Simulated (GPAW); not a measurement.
**Sb in GPAW: the effect of functional**

The system is Sb.

```xyz
1
Lattice="-1.8713 1.8713 1.8713 1.8713 -1.8713 1.8713 1.8713 1.8713 -1.8713" Properties=species:S:1:pos:R:3 pbc="T T T"
Sb    0.0000    0.0000    0.0000
```

This isn't the form of Sb at room conditions, which is rhombohedral.

Alike in all runs:

```yaml
Program: GPAW 26.7.0
Task: band structure
Cutoff: 600 eV
Basis: pw
k_mesh: 10 × 10 × 10
Occupations: fermi-dirac, width 0.05 eV
Spin: no spin polarisation
```

Question: One run gave: pressure -1.6 GPa. Which functional did it use?
A. r2SCAN
B. LDA
C. BLYP
D. PBEsol

Answer: B.

| functional | potentials or basis | pressure (GPa) |
| --- | --- | --- |
| LDA | the program's PAW data sets (release 1.2.1) made for this functional | -1.6 |
| PBEsol | PAW data sets generated in the run's folder for this functional | -0.4 |
| BLYP | PAW data sets generated in the run's folder for this functional | 8.6 |
| r2SCAN | GPAW PAW data sets (gpaw-data 1.2.1) | 2.3 |

Caveats: the PAW data sets were made with another functional, which shifts forces and pressure a little (some runs).

Not every run made on this cell is shown here.
